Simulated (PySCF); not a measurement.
Runs of PySCF 2.14.0 on AlN. The structure is cubic, space group F-43m (No. 216). Conventional cell: a = 4.368 Å, b = 4.368 Å, c = 4.368 Å, α = 90.00°, β = 90.00°, γ = 90.00°. Al (site symmetry -43m) is surrounded by 4 N at 1.89 Å. N (site symmetry -43m) has 4 Al at 1.89 Å as nearest neighbours. Measurements of this composition are mostly on another form, of space group No. 186.

```csv
task,level,potentials or basis,k mesh,smearing,exponents discarded below (exp_to_discard),relativity,coulomb method,three-centre integrals,symmetry,mesh quality,gap on the mesh (eV)
atomic charges,PBEsol,pob-tzvp-rev2 (all-electron),2 × 2 × 2,fixed,0.1 1/bohr^2,none,Gaussian density fitting (GDF),read from an earlier run's file,-,coarse,3.18
atomic charges,LDA,pob-tzvp-rev2 (all-electron),2 × 2 × 2,fixed,0.1 1/bohr^2,none,Gaussian density fitting (GDF),-,-,coarse,3.17
atomic charges,r2SCAN,pob-tzvp-rev2 (all-electron),2 × 2 × 2,fixed,0.1 1/bohr^2,none,Gaussian density fitting (GDF),read from an earlier run's file,-,coarse,(b)
density of states,PBE,DZVP-MOLOPT-SR/GTH-PBE (potentials made for PBE),10 × 10 × 10,fermi-dirac 0.05 eV,0.02 1/bohr^2,-,multigrid,-,yes,not flagged,3.32
density of states,PBEsol,DZVP-MOLOPT-SR/GTH-PBE (potentials made for PBE),10 × 10 × 10,fermi-dirac 0.05 eV,0.02 1/bohr^2,-,multigrid,-,yes,not flagged,3.16
atomic charges,PBE0,pob-tzvp-rev2 (all-electron),2 × 2 × 2,fixed,0.1 1/bohr^2,none,Gaussian density fitting (GDF),read from an earlier run's file,-,coarse,(a)
```

Alike in all rows: no spin polarisation; cell as given.

Question: Fill in the values left out.

Answer: (a) 5.83; (b) 4.00.

Caveats: some runs use coarse meshes; the basis of atomic orbitals isn't converged, which shifts pressures, moduli and gaps; the default atom-centred grid shifts energies of crystals by up to some 10 meV an atom and pressures by some 0.5 GPa (some runs); on so small a mesh gaps with full-range exact exchange can be off by tenths of an eV to over 1 eV (some runs).

A k mesh can miss the band edges.

A gap of «none» marks a metal or a gap under the smearing width.

The runs don't all hold the same shells in valence.
